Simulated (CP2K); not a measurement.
Crystal: SiO2.

```
Si O
1.0
     8.74377    0.00000    0.00000
     6.19989    4.61946    0.00000
     2.54388   -2.20895    4.05708
Si O
4 8
Cartesian
  15.4316 3.0832 2.2851
  11.0597 2.4806 1.2708
  6.4279 -0.0701 2.7863
  10.7998 0.5325 3.8006
  3.4227 1.8765 0.2574
  5.3211 -0.6713 1.7712
  10.3385 -0.9350 3.3002
  7.1491 3.3455 0.7569
  6.5578 1.5066 2.5357
  10.9297 1.5066 2.5357
  9.6578 2.6110 0.5071
  7.8298 -0.8032 2.5357
```

The cell comes from a database or a generator and needn't be the stable form of this composition.

Base run:

```yaml
Program: CP2K 2026.2
Functional: PBE
Potentials_or_basis: POTENTIAL_UZH Si GTH-PBE-q4, O GTH-PBE-q6; DZVP-MOLOPT-PBE-GTH basis
Density_cutoff: 9524 eV
k_mesh: 5 × 5 × 5
Occupations: fermi-dirac, width 0.05 eV
Spin: no spin polarisation
```

Its results: band gap on the k mesh 6.44 eV, direct; pressure 4.9 GPa; largest force 0.440 eV/Å.

Task: After a change of settings the same cell gave: band gap on the k mesh 5.76 eV, direct; pressure 3.3 GPa; largest force 0.205 eV/Å. Which change was it?
A. potentials or basis from POTENTIAL_UZH Si GTH-PBE-q4, O GTH-PBE-q6; DZVP-MOLOPT-PBE-GTH basis to POTENTIAL_UZH Si GTH-PBE-q4, O GTH-PBE-q6; TZV2P-MOLOPT-PBE-GTH basis; basis sets from Si DZVP-MOLOPT-PBE-GTH-q4, O DZVP-MOLOPT-PBE-GTH-q6 to Si TZV2P-MOLOPT-PBE-GTH-q4, O TZV2P-MOLOPT-PBE-GTH-q6
B. potentials or basis from POTENTIAL_UZH Si GTH-PBE-q4, O GTH-PBE-q6; DZVP-MOLOPT-PBE-GTH basis to POTENTIAL_UZH Si GTH-PBE-q4, O GTH-PBE-q6; TZVP-MOLOPT-PBE-GTH basis; basis sets from Si DZVP-MOLOPT-PBE-GTH-q4, O DZVP-MOLOPT-PBE-GTH-q6 to Si TZVP-MOLOPT-PBE-GTH-q4, O TZVP-MOLOPT-PBE-GTH-q6
C. potentials or basis from POTENTIAL_UZH Si GTH-PBE-q4, O GTH-PBE-q6; DZVP-MOLOPT-PBE-GTH basis to POTENTIAL_UZH Si GTH-PBE-q4, O GTH-PBE-q6; ccGRB-D basis; basis sets from Si DZVP-MOLOPT-PBE-GTH-q4, O DZVP-MOLOPT-PBE-GTH-q6 to Si ccGRB-D-q4, O ccGRB-D-q6

Result: A.

Caveats: an odd mesh through Γ misses points on the zone boundary, where band edges often lie; the basis of atomic orbitals isn't converged, which shifts pressures, moduli and gaps.
